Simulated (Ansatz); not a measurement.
# Mn: the cost of one run

Computed with Ansatz 0.2.0 (DFT r2SCAN, scalar-relativistic, plane waves, PAW, unless a step's input says otherwise).

**1. Starting point**

Symmetry: Fm-3m, No. 225, cubic system. The conventional cell has a = 3.797 Å, b = 3.797 Å, c = 3.797 Å, α = 90.00°, β = 90.00°, γ = 90.00°. Around Mn (site symmetry m-3m) lie 12 Mn at 2.69 Å.

As a file:

```
Mn
1.0
     0.00000    1.89872    1.89872
     1.89872    0.00000    1.89872
     1.89872    1.89872    0.00000
Mn
1
Cartesian
  0.0000 0.0000 0.0000
```

This is candidate A: fcc type (Fm-3m, No. 225).

(A quick probe on a coarse mesh, which set the mesh and smearing, is not shown.)

**3. Rough relaxation on the coarse mesh (candidate A)**

Contents of input.yaml:

```yaml
crystal:
  lattice:
    - [0.0, 1.8987242364, 1.8987242364]
    - [1.8987242364, 0.0, 1.8987242364]
    - [1.8987242364, 1.8987242364, 0.0]
  atoms:
    - { symbol: Mn, position: [0.0, 0.0, 0.0], spin: 4.0 }
basis:
  ecutwfc: 500
kpoints:
  mp_grid: { grid: [8, 8, 8] }
hamiltonian:
  xc: r2scan
scf:
  occupations: { method: gaussian, width: 0.1 }
  lower_state_search: "off"
output:
  forces: true
  stress: true
  eigenvalues: true
  populations: true
magnetization:
  spin_polarized: true
relax:
  adjacent_minimum: "off"
  f_tol: 0.04
  max_steps: 70
  cell: { stress_tol: 0.4 }
```

What time and memory should one allow on 1 thread of an x86-64 CPU, shared host?

About 7.2 s, with a peak of 0.4 GiB.
